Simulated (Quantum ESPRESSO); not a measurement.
CdTe under changes of volume

One of the cells (32.922 Å³/atom); the others are scaled copies at fixed shape and fractional positions:

```
Te Cd
1.0
     0.00000    3.20500    3.20500
     3.20500    0.00000    3.20500
     3.20500    3.20500    0.00000
Te Cd
1 1
Direct
  0.75000 0.75000 0.75000
  0.00000 0.00000 0.00000
```

```yaml
Program: Quantum ESPRESSO 7.5
Functional: LDA
Potentials_or_basis: GBRV 1.5 LDA
Cutoff: 612 eV
Density_cutoff: 4898 eV
k_mesh: 7 × 7 × 7
Occupations: fermi-dirac, width 0.05 eV
Spin: no spin polarisation
```

```csv
volume (Å³/atom),energy over the lowest point (meV/atom),pressure (GPa),gap on the mesh (eV)
30.947,24.22,3.8,0.79
31.605,11.32,2.5,0.72
32.263,?,?,?
32.922,0.00,0.3,0.60
33.580,0.52,-0.6,0.54
34.239,4.56,-1.4,0.48
34.897,11.78,-2.1,0.43
```

Question: What does the run at 32.263 Å³/atom give?

Answer: Energy over the lowest point 3.46 meV/atom; pressure 1.3 GPa; gap on the mesh 0.66 eV.

Worked out: A Birch-Murnaghan fit of order 3 (a polynomial in V^(-2/3)) to the other rows has its minimum at 33.16 Å³/atom with B0 = V·E''(V) = 47 GPa and B' = 4.8. It gives 3.44 meV/atom at 32.263 Å³/atom, against the run's 3.46, and -dE/dV = 1.4 GPa, against 1.3. A straight line through the other rows of the gap, of slope -3 eV per unit of ln V (its deformation potential), gives 0.66 eV, against the run's 0.66.

Energies are extrapolated to zero smearing.

Caveats: spin-orbit coupling is left out, which moves the levels of the heavy elements.
